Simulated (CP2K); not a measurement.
CoO:

```
Co O
1.0
     3.16379    0.00000    0.00000
     1.54099    2.76314    0.00000
     1.54099    0.90503    2.61072
Co O
1 1
Direct
  0.99898 0.99898 0.99898
  0.75102 0.75102 0.75102
```

Measurements of this composition are mostly on another form, of space group No. 225.

Program: CP2K 2026.2. Alike in all runs: task band structure; spin collinear, ferromagnetic start; cell as given; k mesh 7 × 7 × 7; smearing fermi-dirac 0.05 eV.

Problem. Order these runs on this cell by their pressure, lowest first.
A. level LDA; potentials or basis GTH_POTENTIALS Co GTH-PADE-q17, O GTH-PADE-q6; TZVP-MOLOPT-PBE-GTH basis; NGRIDS 5; points a segment of the path (NPOINTS) 10; bands added on the path 4; CUTOFF of the grids 850 Ry
B. level PBEsol; potentials or basis POTENTIAL_UZH Co GTH-PBE-q17, O GTH-PBE-q6; TZVP-MOLOPT-PBE-GTH basis; NGRIDS 4; points a segment of the path (NPOINTS) 6; bands added on the path 2; CUTOFF of the grids 850 Ry
C. level r2SCAN; potentials or basis POTENTIAL_UZH Co GTH-SCAN-q17, O GTH-SCAN-q6; TZVP-MOLOPT-SCAN-GTH basis; NGRIDS 4; points a segment of the path (NPOINTS) 10; bands added on the path 4; CUTOFF of the grids 1250 Ry

Solution. A (-13.2 GPa), B (-5.2 GPa), C (5.8 GPa).

Caveats: the basis of atomic orbitals isn't converged, which shifts pressures, moduli and gaps; the total moment is fixed, so each spin has its own Fermi level; a cell with one magnetic atom can't hold antiferromagnetic order, which such compounds often take; the potentials were made for another functional, which shifts forces and pressure (some runs).
